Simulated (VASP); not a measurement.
## AlP: relaxation of cell and atoms with PBE

The system is AlP.

```
CELL_PARAMETERS angstrom
0.00000 2.75290 2.75290
2.75290 0.00000 2.75290
2.75290 2.75290 0.00000
ATOMIC_POSITIONS crystal
Al 0.00000 0.00000 0.00000
P 0.25000 0.25000 0.25000
```

```
Program                : VASP 6.6.1
Task                   : relaxation of cell and atoms
Functional             : PBE
Potentials or basis    : VASP PAW PBE potentials, release 64 (Al, P)
Cutoff                 : 600 eV
k mesh                 : 8 × 8 × 8
Occupations            : gaussian, width 0.03 eV
Spin                   : no spin polarisation
Further INCAR settings : ALGO = Normal; EDIFF = 1e-07; IBRION = 2; EDIFFG = -0.005; NSW = 90; ISIF = 3
```

* Pressure after relaxing: 0.0 GPa
* Band gap on the k mesh: 1.63 eV, indirect (least direct gap 3.09 eV)

Final structure:
```yaml
crystal:
  lattice:
    - [0.00000, 2.75290, 2.75290]
    - [2.75290, 0.00000, 2.75290]
    - [2.75290, 2.75290, 0.00000]
  atoms:
    - { symbol: Al, position: [0.00000, 0.00000, 0.00000] }
    - { symbol: P, position: [0.25000, 0.25000, 0.25000] }
```

Levels at points of the mesh, in eV from the valence-band top:
| k point | band 1 | band 2 | band 3 | band 4 | band 5 | band 6 | band 7 | band 8 |
| --- | --- | --- | --- | --- | --- | --- | --- | --- |
| (0.00, 0.00, 0.00) | -11.36 | 0.00 | 0.00 | 0.00 | 3.09 | 4.53 | 4.53 | 4.53 |
| (0.50, 0.00, 0.00) | -9.75 | -5.42 | -0.75 | -0.75 | 2.72 | 4.81 | 4.81 | 8.20 |
| (0.50, 0.50, 0.00) | -9.11 | -5.22 | -2.05 | -2.05 | 1.63 | 2.47 | 10.86 | 10.86 |

Run time: 6.9 s on 1 thread of Intel(R) Xeon(R) 6975P-C (Granite Rapids), with other jobs on the host, peak memory 0.17 GiB.

Caveat: the relaxation stopped at its first step, so nothing moved. A k mesh can miss the band edges.
